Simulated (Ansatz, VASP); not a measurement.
## Si: VASP beside Ansatz

Contents of POSCAR:

```
Si
1.0
    0.0000000000      2.7221188962      2.7221188962
    2.7221188962      0.0000000000      2.7221188962
    2.7221188962      2.7221188962      0.0000000000
Si
2
Direct
    0.0000000000      0.0000000000      0.0000000000
    0.2500000000      0.2500000000      0.2500000000
```

INCAR.step1

```
  ALGO = Normal
  EDIFF = 1E-5
  ENCUT = 520
  GGA = PE
  ISIF = 2
  ISMEAR = 0
  LASPH = True
  LCHARG = False
  LREAL = False
  LWAVE = True
  NBANDS = 11
  NELM = 80
  PREC = Accurate
  SIGMA = 0.01
```

File INCAR.step2:

```
  AEXX = 0.4
  ALGO = Normal
  EDIFF = 1E-6
  ENCUT = 520
  GGA = PE
  HFSCREEN = 0.1
  ISIF = 2
  ISMEAR = 0
  ISTART = 1
  LASPH = True
  LCHARG = False
  LHFCALC = True
  LREAL = False
  LWAVE = False
  NBANDS = 11
  NELM = 80
  PREC = Accurate
  PRECFOCK = Normal
  SIGMA = 0.01
```

File KPOINTS:

```
k-points
0
Gamma
  4 4 4
```

Input for Ansatz:

```yaml
crystal:
  lattice:
    - [0.0, 2.7221188962, 2.7221188962]
    - [2.7221188962, 0.0, 2.7221188962]
    - [2.7221188962, 2.7221188962, 0.0]
  atoms:
    - { symbol: Si, position: [0.0, 0.0, 0.0] }
    - { symbol: Si, position: [0.25, 0.25, 0.25] }
kpoints:
  mp_grid: { grid: [4, 4, 4] }
hamiltonian:
  xc: { exchange: pbe, correlation: pbe, exx: { coeff: 0.4, omega: 0.1 } }
scf:
  occupations: { method: fixed }
  n_extra_bands: 4
output:
  forces: true
  stress: true
  eigenvalues: true
```

Alike in both runs: task single point; functional PBE-based screened hybrid; k mesh 4 × 4 × 4; no spin polarisation.

|  | VASP | Ansatz |
| --- | --- | --- |
| version | VASP 6.6.1 | Ansatz 0.2.0 |
| potentials or method | VASP PAW PBE potentials, release 64 (Si) | plane waves |
| plane-wave cutoff (eV) | 520 | 420 |
| occupations | gaussian, width 0.01 eV | fixed |
| valence electrons in the cell | 8 | 8 |

Ansatz gave:

```
gap on the k mesh at the Fermi level (eV) : 2.21
pressure (GPa)                            : -0.8
```

Q: What did VASP give for the same quantities?

A: gap on the k mesh at the Fermi level (eV): 2.27; pressure (GPa): -1.5.

Ansatz warned: «stress_exchange_threshold_loose».

Caveats: the k mesh is coarse (spacing up to 0.50 Å⁻¹), so the values aren't converged; the PAW data sets were made with another functional, which shifts forces and pressure a little (VASP). A k mesh can miss the band edges.
